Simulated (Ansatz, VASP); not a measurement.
## Y in VASP and in Ansatz

The input INCAR:

```
SYSTEM = Y
ALGO     = Normal         ! electronic algorithm
EDIFF    = 1E-6           ! SCF threshold, eV
ENCUT    = 520            ! plane-wave cutoff, eV
GGA      = CA             ! functional
ISIF     = 2              ! what is computed and relaxed
ISMEAR   = -1             ! smearing method
LASPH    = .True.         ! aspherical terms in the spheres
LCHARG   = .True.         ! write CHGCAR
LELF     = .True.         ! ELF
LREAL    = .False.        ! projectors in reciprocal space
LVHAR    = .True.       
LWAVE    = .False.        ! write WAVECAR
NBANDS   = 12             ! bands
NELM     = 100            ! most SCF steps
PREC     = Accurate       ! precision mode
SIGMA    = 0.05           ! smearing width, eV
```

File KPOINTS:

```
k-points
0
Gamma
  13 13 13
  0 0 0
```

The input POSCAR:

```
Y
1.0
    0.0000000000      2.5337378637      2.5337378637
    2.5337378637      0.0000000000      2.5337378637
    2.5337378637      2.5337378637      0.0000000000
Y
1
Direct
    0.0000000000      0.0000000000      0.0000000000
```

Input for Ansatz:

```yaml
crystal:
  lattice:
    - [0.0, 2.5337378637, 2.5337378637]
    - [2.5337378637, 0.0, 2.5337378637]
    - [2.5337378637, 2.5337378637, 0.0]
  atoms:
    - { symbol: "Y", position: [0.0, 0.0, 0.0] }
kpoints:
  mp_grid: { grid: [13, 13, 13] }
  band_path:
    path:
      - [0.0, 0.0, 0.0]
      - [0.5, 0.0, 0.5]
      - [0.625, 0.25, 0.625]
      - [0.375, 0.375, 0.75]
      - [0.0, 0.0, 0.0]
      - [0.5, 0.5, 0.5]
      - [0.5, 0.25, 0.75]
      - [0.5, 0.0, 0.5]
    npoints: 5
scf:
  occupations: { method: fermi_dirac, width: 0.05 }
hamiltonian:
  xc: lda
  pseudopotentials: { kind: all_electron, lapw: { basis_error: 0.001 } }
output:
  forces: true
  stress: true
  eigenvalues: true
```

Change from the starting cell: volume scaled by 1.06.

Alike in both runs: task single point; functional LDA; k mesh 13 × 13 × 13; occupations fermi-dirac, width 0.05 eV; no spin polarisation.

|  | VASP | Ansatz |
| --- | --- | --- |
| version | VASP 6.6.1 | Ansatz 0.2.0 |
| potentials or method | VASP PAW LDA potentials, release 64 (Y_sv) | all-electron LAPW, scalar-relativistic |
| plane-wave cutoff (eV) | 520 | see its input |

```tsv
	VASP	Ansatz	Ansatz less VASP
pressure (GPa)	-4.0	-3.8	+0.16
```

Ansatz ran all-electron here, so the differences hold the error of VASP's frozen core and of both bases.
